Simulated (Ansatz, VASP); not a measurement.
Given: the input of a run of Ansatz 0.2.0 on TiO2 (Anatase). 

The input input.yaml:

```yaml
crystal:
  lattice:
    - [-1.8921, 1.8921, 4.7573]
    - [1.8921, -1.8921, 4.7573]
    - [1.8921, 1.8921, -4.7573]
  atoms:
    - { symbol: Ti, position: [0.75, 0.25, 0.5] }
    - { symbol: Ti, position: [0.0, 0.0, 0.0] }
    - { symbol: O, position: [0.7919, 0.7919, 0.0] }
    - { symbol: O, position: [0.5419, 0.0419, 0.5] }
    - { symbol: O, position: [0.9581, 0.4581, 0.5] }
    - { symbol: O, position: [0.2081, 0.2081, 0.0] }
hamiltonian:
  xc: blyp
  pseudopotentials: { kind: paw }
  dispersion: d4
kpoints:
  mp_grid: { grid: [10, 10, 10] }
scf:
  occupations: { method: fermi_dirac, width: 0.05 }
output:
  forces: true
  stress: true
relax:
  f_tol: 0.01
  max_steps: 40
  cell: { stress_tol: 0.05 }
```

Potentials or basis: Ansatz PAW.

Run with:

```console
$ ansatz run input.yaml --threads 2 --pin off --max-ram 5632MiB --backend cpu --events-out ev --progress --plain --runs-dir out
```

Problem. Set up the same calculation for VASP 6.6.1. Potentials or basis there: PBE PAW files O, Ti_sv, 600 eV.

Solution. As run (cutoffs and basis follow the program's own potentials, and thresholds, step limits or extra output files can differ):

INCAR

```
PREC = Accurate ; ENCUT = 600
EDIFF = 1E-6 ; ISMEAR = -1
SIGMA = 0.05 ; LREAL = F
LASPH = T ; NELM = 100
ALGO = Normal ; ISIF = 3
LWAVE = F ; LCHARG = F
GGA = B5 ; ALDAX = 1.0
AGGAX = 1.0 ; AGGAC = 1.0
ALDAC = 0.0 ; IVDW = 13
VDW_S6 = 1.0 ; VDW_S8 = 2.34076671
VDW_A1 = 0.44488865 ; VDW_A2 = 4.0933009
IBRION = 2 ; NSW = 40
EDIFFG = -0.01
```

KPOINTS

```
regular mesh
0
Gamma
  10 10 10
```

Contents of POSCAR:

```
TiO2
1.0
   -1.8921000000      1.8921000000      4.7573000000
    1.8921000000     -1.8921000000      4.7573000000
    1.8921000000      1.8921000000     -4.7573000000
Ti O
2 4
Direct
    0.7500000000      0.2500000000      0.5000000000
    0.0000000000      0.0000000000      0.0000000000
    0.7919000000      0.7919000000      0.0000000000
    0.5419000000      0.0419000000      0.5000000000
    0.9581000000      0.4581000000      0.5000000000
    0.2081000000      0.2081000000      0.0000000000
```

Potentials or basis: VASP PAW PBE potentials, release 64 (Ti_sv, O).

Run with:

```bash
$ cat potpaw_PBE.64/Ti_sv/POTCAR potpaw_PBE.64/O/POTCAR > POTCAR
$ mpirun -np 1 vasp_std > vasp.out
```

Both were run:

|  | Ansatz | VASP |
| --- | --- | --- |
| Relaxed volume | 11.54 Å³/atom | 11.58 Å³/atom |
| Relaxed cell | a = 5.515 Å, b = 5.515 Å, c = 5.515 Å, α = 139.81°, β = 139.81°, γ = 58.14° | a = 5.521 Å, b = 5.521 Å, c = 5.521 Å, α = 139.79°, β = 139.79°, γ = 58.17° |
| Space group after relaxing | I4_1/amd (No. 141) | I4_1/amd (No. 141) |
| Pressure after relaxing | 0.0 GPa | 0.0 GPa |

Ansatz's pressure holds a Pulay term of +0.84 GPa for its cutoff of 420 eV, which the other run lacks.

Ansatz's potentials were made for PBE. VASP's potentials were made for PBE.

Where Ansatz's input types no cutoff or centring, it takes its own default and a Γ-centred mesh.

Pressure is positive in compression.
